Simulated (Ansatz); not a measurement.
# Residual resistivity of an alloy: Ru(0001) with 2 layers of random Ru-Pd, 2x2

Aim: the residual resistivity of a random alloy, from Ru(0001) with 2 layers of random Ru-Pd, 2x2 and longer regions.

Main program and level: Ansatz 0.2.0; Ansatz plane-wave DFT, PBE, PAW files; ballistic transport by layer matching (Landauer), zero bias; PAW set soft_1.

This is a report of a sequence of runs, with most program output left out.

### Step 1. The structure

The cell holds 48 atoms: 42 Ru and 6 Pd. Cell: a = 5.412 Å, b = 5.412 Å, c = 25.691 Å, α = 90.0°, β = 90.0°, γ = 120.0°. It derives from Ru. Regions: lead, 40 atoms (40 Ru); scattering region, 8 atoms (6 Pd and 2 Ru). The structure is stacked along c, and the current runs across the ab planes.

### Step 2. With 2 alloy layers

In 2 layers a share of 0.75 of the sites is given to Pd at random. The layers about the cell's end stay perfect and serve as the lead. Energies from -0.05 to 0.05 eV in steps of 0.05 eV are too few for the program's thermal sum, so it prints no conductance; for a metal the transmission near the Fermi level serves, at a fraction of the cost.

Input file input.yaml:

```yaml
crystal:
  lattice:
    - [5.4116, 0.0, 0.0]
    - [-2.7058, 4.6865830751, 0.0]
    - [0.0, 0.0, 25.6914]
  atoms:
    - { symbol: Ru, position: [0.1666666667, 0.3333333333, 0.0416666667] }
    - { symbol: Ru, position: [0.1666666667, 0.8333333333, 0.0416666667] }
    - { symbol: Ru, position: [0.6666666667, 0.3333333333, 0.0416666667] }
    - { symbol: Ru, position: [0.6666666667, 0.8333333333, 0.0416666667] }
    - { symbol: Ru, position: [0.3333333333, 0.1666666667, 0.125] }
    - { symbol: Ru, position: [0.3333333333, 0.6666666667, 0.125] }
    - { symbol: Ru, position: [0.8333333333, 0.1666666667, 0.125] }
    - { symbol: Ru, position: [0.8333333333, 0.6666666667, 0.125] }
[... 36 atom lines left out ...]
    - { symbol: Ru, position: [0.3333333333, 0.1666666667, 0.9583333333] }
    - { symbol: Ru, position: [0.3333333333, 0.6666666667, 0.9583333333] }
    - { symbol: Ru, position: [0.8333333333, 0.1666666667, 0.9583333333] }
    - { symbol: Ru, position: [0.8333333333, 0.6666666667, 0.9583333333] }
kpoints:
  mp_grid: { grid: [5, 5, 1] }
hamiltonian:
  xc: pbe
  pseudopotentials: { kind: paw, azcp: { folder: soft_1 } }
scf:
  occupations: { method: fermi_dirac, width: 0.1 }
output:
  transmission:
    leads: [[0, 8]]
    kmesh: [10, 10]
    e_range: [-0.05, 0.05]
    de: 0.05
  write_potential: true
  write_density: true
  volumetric_format: npy
```

On the command line:

```sh
$ ansatz run input.yaml --threads 4 --pin off --max-ram 15360MiB --backend cpu --events-out ev --progress --plain --runs-dir out
```

Wall time 2.8 min (4 threads of Intel Xeon Platinum 8488C (Sapphire Rapids), shared host); peak memory 5.9 GiB.

This step gave:

```yaml
free_energy: -288742.0262 eV
energy_at_zero_smearing: -288741.2448 eV
fermi_energy: 23.24 eV
cell_area: 25.36 Å²
transmission_per_spin_nearest_the_fermi_level: 2.733
open_channels_per_spin_nearest_the_fermi_level: 5.28
step_of_the_lead_s_potential: 32.3 meV
```

Per spin. The transmission, zone mean by energy, zero at the Fermi level:

```tsv
energy (eV)	transmission, zone mean
-0.0500	2.85
0.0000	2.73
0.0500	2.78
```

Per spin. The open channels, zone mean, lead by energy, zero at the Fermi level:

```tsv
energy (eV)	open channels, zone mean, lead
-0.0500	5.16
0.0000	5.28
0.0500	5.8
```

Transmission over k1 and k2. At 0.0000 eV from the Fermi level.

Ten even steps from '0' (1.08) to '9' (7.03):
```
2211221000
0122212100
0224562110
2125995212
3224999422
2212599521
0011265422
0001212221
2000122112
3211131112
```
Columns: k1 (b1) from -0.5 to 0.4; rows upwards: k2 (b2) from -0.5 to 0.4.

Open channels over k1 and k2. At 0.0000 eV from the Fermi level.

Ten even steps from '0' (2.0) to '9' (12.0):
```
2433342101
1333333100
1335753311
2337997332
4435999534
2233799733
1113357533
1001333333
2101243334
4211242112
```
Columns: k1 (b1) from -0.5 to 0.4; rows upwards: k2 (b2) from -0.5 to 0.4.

Over the solved energies the transmission per spin lies between 2.73 and 2.85, out of 5.41 channels of the lead on average (up to 5.8). The log calls the step of a lead's potential too much.

### Step 3. With 6 alloy layers

In 6 layers a share of 0.75 of the sites is given to Pd at random. A fresh draw is used; the growth of the resistance with length is what counts.

System of this step: Ru(0001) with 6 layers of random Ru-Pd, 2x2. The cell holds 64 atoms: 46 Ru and 18 Pd. Its edges and angles: a = 5.412 Å, b = 5.412 Å, c = 34.255 Å, α = 90.0°, β = 90.0°, γ = 120.0°. It derives from Ru. Regions: lead, 40 atoms (40 Ru); scattering region, 24 atoms (6 Ru and 18 Pd). The structure is stacked along c, and the current runs across the ab planes.

Input file input.yaml:

```yaml
crystal:
  lattice:
    - [5.4116, 0.0, 0.0]
    - [-2.7058, 4.6865830751, 0.0]
    - [0.0, 0.0, 34.2552]
  atoms:
    - { symbol: Ru, position: [0.1666666667, 0.3333333333, 0.03125] }
    - { symbol: Ru, position: [0.1666666667, 0.8333333333, 0.03125] }
    - { symbol: Ru, position: [0.6666666667, 0.3333333333, 0.03125] }
    - { symbol: Ru, position: [0.6666666667, 0.8333333333, 0.03125] }
    - { symbol: Ru, position: [0.3333333333, 0.1666666667, 0.09375] }
    - { symbol: Ru, position: [0.3333333333, 0.6666666667, 0.09375] }
    - { symbol: Ru, position: [0.8333333333, 0.1666666667, 0.09375] }
    - { symbol: Ru, position: [0.8333333333, 0.6666666667, 0.09375] }
[... 52 atom lines left out ...]
    - { symbol: Ru, position: [0.3333333333, 0.1666666667, 0.96875] }
    - { symbol: Ru, position: [0.3333333333, 0.6666666667, 0.96875] }
    - { symbol: Ru, position: [0.8333333333, 0.1666666667, 0.96875] }
    - { symbol: Ru, position: [0.8333333333, 0.6666666667, 0.96875] }
kpoints:
  mp_grid: { grid: [5, 5, 1] }
hamiltonian:
  xc: pbe
  pseudopotentials: { kind: paw, azcp: { folder: soft_1 } }
scf:
  occupations: { method: fermi_dirac, width: 0.1 }
output:
  transmission:
    leads: [[0, 8]]
    kmesh: [10, 10]
    e_range: [-0.05, 0.05]
    de: 0.05
  write_potential: true
  write_density: true
  volumetric_format: npy
```

Run time: 9.7 min. Hardware: 4 threads; peak memory 11 GiB; 36 min of CPU time.

Numbers from this step:

* free energy: -395927.9605 eV
* energy at zero smearing: -395926.7815 eV
* Fermi energy: 23.06 eV
* transmission per spin nearest the Fermi level: 1.775
* step of the lead's potential: 19.8 meV

Per spin. The transmission, zone mean by energy, zero at the Fermi level:

```tsv
energy (eV)	transmission, zone mean
-0.0500	1.77
0.0000	1.77
0.0500	1.86
```

Over the solved energies the transmission per spin lies between 1.77 and 1.86, out of 5.44 channels of the lead on average (up to 5.88).

### Step 4. With 10 alloy layers

In 10 layers a share of 0.75 of the sites is given to Pd at random. A fresh draw is used; the growth of the resistance with length is what counts.

System of this step: Ru(0001) with 10 layers of random Ru-Pd, 2x2. The cell holds 80 atoms: 50 Ru and 30 Pd. Cell: a = 5.412 Å, b = 5.412 Å, c = 42.819 Å, α = 90.0°, β = 90.0°, γ = 120.0°. It derives from Ru. Regions: lead, 40 atoms (40 Ru); scattering region, 40 atoms (30 Pd and 10 Ru). The structure is stacked along c, and the current runs across the ab planes.

Input file input.yaml:

```yaml
crystal:
  lattice:
    - [5.4116, 0.0, 0.0]
    - [-2.7058, 4.6865830751, 0.0]
    - [0.0, 0.0, 42.819]
  atoms:
    - { symbol: Ru, position: [0.1666666667, 0.3333333333, 0.025] }
    - { symbol: Ru, position: [0.1666666667, 0.8333333333, 0.025] }
    - { symbol: Ru, position: [0.6666666667, 0.3333333333, 0.025] }
    - { symbol: Ru, position: [0.6666666667, 0.8333333333, 0.025] }
    - { symbol: Ru, position: [0.3333333333, 0.1666666667, 0.075] }
    - { symbol: Ru, position: [0.3333333333, 0.6666666667, 0.075] }
    - { symbol: Ru, position: [0.8333333333, 0.1666666667, 0.075] }
    - { symbol: Ru, position: [0.8333333333, 0.6666666667, 0.075] }
[... 68 atom lines left out ...]
    - { symbol: Ru, position: [0.3333333333, 0.1666666667, 0.975] }
    - { symbol: Ru, position: [0.3333333333, 0.6666666667, 0.975] }
    - { symbol: Ru, position: [0.8333333333, 0.1666666667, 0.975] }
    - { symbol: Ru, position: [0.8333333333, 0.6666666667, 0.975] }
kpoints:
  mp_grid: { grid: [5, 5, 1] }
hamiltonian:
  xc: pbe
  pseudopotentials: { kind: paw, azcp: { folder: soft_1 } }
scf:
  occupations: { method: fermi_dirac, width: 0.1 }
output:
  transmission:
    leads: [[0, 8]]
    kmesh: [10, 10]
    e_range: [-0.05, 0.05]
    de: 0.05
  write_potential: true
  write_density: true
  volumetric_format: npy
```

It took 15 min on 4 threads; peak memory 9 GiB; 58 min of CPU time.

Numbers from this step:

- free energy: -503114.8643 eV
- energy at zero smearing: -503113.3426 eV
- Fermi energy: 22.94 eV
- transmission per spin nearest the Fermi level: 1.343
- step of the lead's potential: 20.4 meV

Per spin. Table of transmission, zone mean by energy, zero at the Fermi level:

```tsv
energy (eV)	transmission, zone mean
-0.0500	1.43
0.0000	1.34
0.0500	1.38
```

Over the solved energies the transmission per spin lies between 1.34 and 1.43, out of 5.44 channels of the lead on average (up to 5.88).

### Step 5. Resistance against length

This step: Ansatz plane-wave DFT, PBE, PAW files; ballistic transport by layer matching (Landauer), zero bias; residual resistivity from the slope of the area resistance, atoms on the host's lattice; PAW set soft_1 (Ansatz 0.2.0).

This step gave:

```yaml
resistivity: 69.86 µΩ cm
intercept: 0.2871 fΩ m²
scatter_about_the_fit: 0.02284 fΩ m²
```

Resistance, by row:

```tsv
run	length (Å)	T	channels N	RA (fΩ m²)
n2	4.282	2.786	5.413	0.5701
n6	12.85	1.8	5.44	1.217
n10	21.41	1.382	5.44	1.767
```

Table of area resistance by length of the alloy:

```tsv
length of the alloy (Å)	area resistance (fΩ m²)
4.28	0.570
12.85	1.22
21.41	1.77
```

The area resistance goes from 0.57 to 1.8 fΩ m² between 4.3 and 21.4 Å, a slope of 70 µΩ cm.

By hand from the end points: (1.767 − 0.5701) fΩ m² / (21.41 − 4.28) Å = 70 µΩ cm, since 1 fΩ m² per Å is 1000 µΩ cm.

### Step 6. Outcome

```json
{
 "resistivity from the slope": "69.9 µΩ cm",
 "area resistance over 4.28 Å": "0.570 fΩ m²",
 "area resistance over 12.8 Å": "1.22 fΩ m²",
 "area resistance over 21.4 Å": "1.77 fΩ m²"
}
```

**Reading.** The slope gives 70 µΩ cm. The points scatter by 0.023 fΩ m² about the line, with one random draw a length in a 2x2 cell, so the slope is a rough value. Read with a model of isotropic scattering on a spherical Fermi surface and the lead's 1.7×10¹⁵ S/m², this slope means a mean free path near 6.5 Å (a rough figure, since the alloy's own channel count differs); over these lengths the model's slope is within 3 % of its bulk resistivity. The atoms sit on the host's lattice, so scattering by size misfit is left out. With 75 % of Pd, whose own structure is another, this is a hypothetical phase. A lead's potential steps by up to 32 meV from period to period, which the log calls too much, so longer leads could move the result.

[Logs are printed without paths, hosts, clocks, repeated set-up lines and the standing remarks that a program may print on its own settings, such as how far it seeks lower states.]

[Hosts, paths, dates, database ids (printed as entryN), source tags and the programs' standing remarks are cut or masked in the printed files.]
